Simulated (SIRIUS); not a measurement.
## LiCl under changes of volume

One of the cells (17.209 Å³/atom); the others are scaled copies at fixed shape and fractional positions:

```
Cl Li
1.0
     0.00000    2.58176    2.58176
     2.58176    0.00000    2.58176
     2.58176    2.58176    0.00000
Cl Li
1 1
Cartesian
  2.5818 2.5818 2.5818
  0.0000 0.0000 0.0000
```

```yaml
Program: SIRIUS 7.10.0
Functional: PBE
Potentials_or_basis: PseudoDojo 0.4.1 PBE standard (scalar relativistic)
Cutoff: 1030 eV
Density_cutoff: 4119 eV
k_mesh: 9 × 9 × 9
Occupations: fermi-dirac, width 0.05 eV
Spin: no spin polarisation
```

| volume (Å³/atom) | energy over the lowest point (meV/atom) | pressure (GPa) | gap on the mesh (eV) |
| --- | --- | --- | --- |
| 15.859 | 9.69 | 2.7 | 6.70 |
| 16.196 | 4.83 | 1.9 | 6.57 |
| 16.534 | 1.71 | 1.1 | 6.45 |
| 17.209 | 0.00 | -0.2 | 6.22 |
| 17.546 | ? | ? | ? |
| 17.883 | 3.39 | -1.3 | 6.01 |

Q: What does the run at 17.546 Å³/atom give?

A: Energy over the lowest point 1.12 meV/atom; pressure -0.8 GPa; gap on the mesh 6.11 eV.

Worked out: A Birch-Murnaghan fit of order 3 (a polynomial in V^(-2/3)) to the other rows has its minimum at 17.08 Å³/atom with B0 = V·E''(V) = 32 GPa and B' = 4.2. It gives 1.12 meV/atom at 17.546 Å³/atom, against the run's 1.12, and -dE/dV = -0.8 GPa, against -0.8. A straight line through the other rows of the gap, of slope -5.73 eV per unit of ln V, gives 6.11 eV, against the run's 6.11.

Energies are extrapolated to zero smearing.

Caveats: an odd mesh through Γ misses points on the zone boundary, where band edges often lie.
